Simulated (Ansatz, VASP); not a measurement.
## One calculation of GaAs, two programs

```
Ga As
1.0
     0.00000    2.81455    2.81455
     2.81455    0.00000    2.81455
     2.81455    2.81455    0.00000
Ga As
1 1
Direct
  0.00000 0.00000 0.00000
  0.75000 0.75000 0.75000
```

Alike in both runs: functional LDA; k mesh 12 × 12 × 12; no spin polarisation.

Ansatz relaxed the structure, and its values are those at the end. VASP's run is a single point on that final structure, the one shown.

```csv
,VASP,Ansatz
version,VASP 6.6.1,Ansatz 0.2.0
potentials or method,"VASP PAW LDA potentials, release 64 (Ga_d, As)","scalar-relativistic, plane waves, PAW"
plane-wave cutoff (eV),520,420
occupations,"gaussian, width 0.01 eV",fixed
valence electrons in the cell,18,28
```

|  | VASP | Ansatz | Ansatz less VASP |
| --- | --- | --- | --- |
| gap on the k mesh at the Fermi level (eV) | 0.43 | 0.38 | -0.048 |
| least direct gap on the mesh (eV) | 0.43 | 0.38 | -0.048 |
| pressure (GPa) | -0.7 | -1.0 | -0.30 |

The two sets of potentials don't hold the same shells in valence.
